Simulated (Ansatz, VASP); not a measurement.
# Cross-check of CdS (Greenockite) between VASP and Ansatz, part 2 of 2

One calculation is typed for both programs; each brings its own data sets and cutoff. How far apart do they land? The cell is taken from a series of VASP runs on this material, whose earlier steps may have relaxed, scaled or displaced it; both programs get it as it stands. Other levels of theory on this material are compared in a session of their own.

VASP 6.6.1 and Ansatz 0.2.0.

So far. Step 2 (VASP: band structure, PBE): The run ends at a pressure of 2.03 GPa, with forces up to 0.069 eV/Å.

## (6) VASP: band structure, r2SCAN

Level of this step: r2SCAN; plane waves and PAW (Cd, S) (VASP).

The same cell, functional, mesh and smearing now go to VASP, with its own data sets and cutoff.

Contents of INCAR:

```
SYSTEM = CdS
PREC = Accurate
ENCUT = 350
EDIFF = 1E-06
NELM = 100
ISMEAR = 0
SIGMA = 0.03
LREAL = .FALSE.
ALGO = Normal
METAGGA = R2SCAN
LASPH = .TRUE.
NBANDS = 32
LORBIT = 11
LWAVE = .FALSE.
LCHARG = .FALSE.
KPAR = 4
```

Contents of POSCAR:

```
CdS
1.0
    4.1500000000      0.0000000000      0.0000000000
   -2.0750000000      3.5940054257      0.0000000000
    0.0000000000      0.0000000000      6.7370000000
Cd S
2 2
Direct
    0.6666666667      0.3333333333      0.5000000000
    0.3333333333      0.6666666667      0.0000000000
    0.6666666667      0.3333333333      0.8750000000
    0.3333333333      0.6666666667      0.3750000000
```

Contents of KPOINTS:

```
Automatic mesh
0
Gamma
6 6 4
0 0 0
```

Contents of KPOINTS_OPT:

```
Line mode
10
Line-mode
Reciprocal
  0.00000000   0.00000000   0.00000000 GAMMA
  0.50000000   0.00000000   0.00000000 M

  0.50000000   0.00000000   0.00000000 M
  0.33333333   0.33333333   0.00000000 K

  0.33333333   0.33333333   0.00000000 K
  0.00000000   0.00000000   0.00000000 GAMMA

  0.00000000   0.00000000   0.00000000 GAMMA
  0.00000000   0.00000000   0.50000000 A

  0.00000000   0.00000000   0.50000000 A
  0.50000000   0.00000000   0.50000000 L

  0.50000000   0.00000000   0.50000000 L
  0.33333333   0.33333333   0.50000000 H

  0.33333333   0.33333333   0.50000000 H
  0.00000000   0.00000000   0.50000000 A

  0.50000000   0.00000000   0.50000000 L
  0.50000000   0.00000000   0.00000000 M

  0.33333333   0.33333333   0.00000000 K
  0.33333333   0.33333333   0.50000000 H
```

Potentials, in the order of the species: Cd and S (PBE family, release 64).

On the command line:

```sh
$ mpirun -np 4 vasp_std
```

Numbers of over 12 decimals in the logs are rounded to 6 here.

Output:

```text
[banner, memory and clock lines left out]
running    4 mpi-ranks, on    1 nodes
[...]
|                                                                             |
|               ----> ADVICE to this user running VASP <----                  |
|                                                                             |
|     You enforced a specific xc type in the INCAR file but a different       |
|     [... a line on the potential file left out ...]
|     I HOPE YOU KNOW WHAT YOU ARE DOING!                                     |
|                                                                             |

 LDA part: xc-table for (None), standard interpolation
 POSCAR, INCAR and KPOINTS ok, starting setup
[...]
entering main loop
       N       E                     dE             d eps       ncg     rms          rms(c)
DAV:   1     0.146722424735E+03    0.14672E+03   -0.13953E+04  1360   0.771E+02
DAV:   2    -0.599778887281E+02   -0.20670E+03   -0.19777E+03  1576   0.242E+02
[...]
DAV:  13    -0.593672431260E+02   -0.13111E-04   -0.41730E-05  1408   0.343E-02    0.131E-02
DAV:  14    -0.593672434634E+02   -0.33739E-06   -0.46134E-06  1656   0.222E-02
   1 F= -.59367243E+02 E0= -.59367243E+02  d E =-.272829E-20
 Start KPOINTS_OPT (optional k-point list driver)
k-point batch [1-21\90]
       N       E                     dE             ncg
DAV:   1     0.409747844002E+03   -0.13746E+05     1368
DAV:   2    -0.381616306736E+04   -0.42259E+04     1560
DAV:   3    -0.400152787134E+04   -0.18536E+03     1616
DAV:   4    -0.400282964205E+04   -0.13018E+01     1512
DAV:   5    -0.400284727144E+04   -0.17629E-01     1680
DAV:   6    -0.400284759236E+04   -0.32092E-03     1536
DAV:   7    -0.400284759952E+04   -0.71670E-05     1584
DAV:   8    -0.400284759972E+04   -0.19538E-06     1136
[...]
k-point batch [85-90\90]
       N       E                     dE             ncg
DAV:   1     0.130331383169E+05   -0.57679E+04      384
DAV:   2     0.118656299606E+05   -0.11675E+04      432
DAV:   3     0.118172265928E+05   -0.48403E+02      464
DAV:   4     0.118169073014E+05   -0.31929E+00      456
DAV:   5     0.118169031192E+05   -0.41822E-02      472
DAV:   6     0.118169030459E+05   -0.73301E-04      448
DAV:   7     0.118169030444E+05   -0.14476E-05      432
DAV:   8     0.118169030444E+05   -0.47114E-07      336
```

Parts of OUTCAR (step 6):

```text
  Total        0.2555739      0.2555739      0.6392121      0.0000000      0.0000000      0.0000000
  in kB        4.0750577      4.0750577     10.1920646      0.0000000      0.0000000      0.0000000
  external PRESSURE =       6.1140600 kB  Pullay stress =       0.0000000 kB

 POSITION                                       TOTAL-FORCE (eV/Angst)
 -----------------------------------------------------------------------------------
      2.07500      1.19800      3.36850         0.000000      0.000000     -0.071344
     -0.00000      2.39600      0.00000         0.000000     -0.000000     -0.071344
      2.07500      1.19800      5.89487        -0.000000      0.000000      0.071344
     -0.00000      2.39600      2.52637        -0.000000     -0.000000      0.071344
 -----------------------------------------------------------------------------------
    total drift:                                0.000000      0.000000      0.010503

  FREE ENERGIE OF THE ION-ELECTRON SYSTEM (eV)
  ---------------------------------------------------
  free  energy   TOTEN  =       -59.3672434634 eV

  energy  without entropy=      -59.3672434634  energy(sigma->0) =      -59.36724346

[... 2 parts as in an earlier step ...]

[... 1 further part left out ...]
[key lines of the parts left out:]
E-fermi :   1.1300
```

The run ends at a pressure of 0.61 GPa, with forces up to 0.071 eV/Å.

## (7) Comparison

What differs besides the data sets and the points named for the pairs above, as far as they apply: VASP keeps PBE cores, Ansatz makes them for the functional; the cutoff is 500 eV in Ansatz and 350 eV in VASP. Total energies have different zeros and are not compared.

The two programs side by side:

| quantity | Ansatz | VASP | difference |
| --- | --- | --- | --- |
| pressure (GPa) | 0.69 | 0.61 | +0.08 |
| gap over the path points (eV) | 1.657 | 1.647 | +0.010 |

Forces (eV/Å; atoms numbered as in POSCAR):

| atom | Ansatz x, y, z | VASP x, y, z |
| --- | --- | --- |
| Cd1 | 0.000, 0.000, -0.071 | 0.000, 0.000, -0.071 |
| Cd2 | 0.000, 0.000, -0.071 | 0.000, 0.000, -0.071 |
| S3 | 0.000, 0.000, 0.071 | 0.000, 0.000, 0.071 |
| S4 | 0.000, 0.000, 0.071 | 0.000, 0.000, 0.071 |

Levels at points of the path, from each program's valence-band top (eV; 4 filled, then empty):

| k (reciprocal lattice) | Ansatz | VASP |
| --- | --- | --- |
| 0.000 0.000 0.000 | -0.77 -0.04 0.00 0.00 1.66 3.26 6.98 | -0.77 -0.04 0.00 0.00 1.65 3.25 6.98 |
| 0.167 0.000 0.000 | -1.14 -1.08 -0.24 -0.18 2.75 4.11 6.19 | -1.15 -1.09 -0.25 -0.18 2.75 4.10 6.19 |
| 0.333 0.000 0.000 | -2.51 -1.63 -0.82 -0.56 3.88 4.42 5.72 | -2.52 -1.64 -0.83 -0.56 3.88 4.40 5.73 |
| 0.500 0.000 0.000 | -2.65 -1.88 -1.30 -0.74 4.17 4.26 5.42 | -2.67 -1.90 -1.31 -0.74 4.17 4.25 5.42 |
| 0.463 0.074 0.000 | -2.64 -1.99 -1.33 -0.85 4.32 4.47 5.38 | -2.66 -2.00 -1.34 -0.86 4.32 4.45 5.38 |
| 0.407 0.185 0.000 | -2.75 -2.19 -1.48 -1.27 4.87 5.22 5.26 | -2.76 -2.21 -1.49 -1.28 4.87 5.21 5.25 |
| 0.352 0.296 0.000 | -3.08 -1.98 -1.74 -1.60 4.92 5.49 5.64 | -3.09 -1.99 -1.75 -1.61 4.92 5.49 5.65 |
| 0.296 0.296 0.000 | -2.97 -2.12 -1.59 -1.54 4.97 5.35 5.68 | -2.99 -2.14 -1.60 -1.55 4.97 5.36 5.68 |
| 0.185 0.185 0.000 | -2.55 -1.85 -0.80 -0.74 4.12 5.16 5.93 | -2.56 -1.86 -0.80 -0.75 4.12 5.16 5.93 |
| 0.074 0.074 0.000 | -1.04 -0.74 -0.16 -0.13 2.43 3.85 6.44 | -1.04 -0.74 -0.16 -0.13 2.42 3.85 6.44 |

The forces differ by 0.4 meV/Å r.m.s., which is 1.0 % of the r.m.s. force of 0.04 eV/Å (both taken over all components). Among the levels compared at these points, filled levels agree within 18 meV and empty ones within 18 meV. Ansatz's pressure holds a Pulay correction of 0.05 GPa; VASP's holds none.

## (8) Summary of results

| Item | Value |
| --- | --- |
| difference in gap over the path points (band structure, PBE) | 0.0027 eV |
| difference in gap over the path points (band structure, r2SCAN) | 0.010 eV |

What this shows: The difference in gap over the path points is 0.010 eV (band structure, r2SCAN), within the 0.08 eV picked in this series as the mark of a large difference. 3 further runs of this series are not shown here. How closely two codes agree says nothing of how well the functional describes the real material.

[Lines on the potential files, build, host, timing and source positions are cut from VASP's logs without a mark.]

[Logs are printed without paths, hosts, clocks, repeated set-up lines and the standing remarks that a program may print on its own settings, such as how far it seeks lower states.]

[Hosts, paths, dates, database ids (printed as entryN), source tags and the programs' standing remarks are cut or masked in the printed files.]
